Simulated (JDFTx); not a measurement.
Runs of JDFTx 1.7.0 (patched build) on AlNi. The structure is cubic, space group Pm-3m (No. 221). The conventional cell has a = 2.881 Å, b = 2.881 Å, c = 2.881 Å, α = 90.00°, β = 90.00°, γ = 90.00°. Ni (site symmetry m-3m) is surrounded by 8 Al at 2.50 Å. Around Al (site symmetry m-3m) lie 8 Ni at 2.50 Å. 

```csv
level,gap on the mesh (eV),pressure (GPa),moment (μB),relaxed volume (Å³/atom)
PBE,none,0.0,0.00,12.03
PBEsol,none,0.0,0.00,11.69
AM05,none,0.0,0.00,(a)
LDA,none,0.0,0.00,11.44
revPBE,none,0.0,0.00,(b)
RPBE,none,0.0,0.00,12.23
```

Alike in all rows: task relaxation of cell and atoms; potentials or basis PseudoDojo-SR-PBE-0.5-standard with smoothed tails; spin collinear, ferromagnetic start; cell relaxed; k mesh 4 × 4 × 4; cutoff (eV) 1333; smearing fermi-dirac 0.05 eV; the mesh is coarse, so values aren't converged.

Q: Estimate the missing entries.

A: (a) 11.63; (b) 12.18.

Caveats: all runs use coarse meshes; the potentials were made for another functional, which shifts forces and pressure (some runs).

A k mesh can miss the band edges.

A gap of «none» marks a metal or a gap under the smearing width.

Not every run made on this cell is shown here.
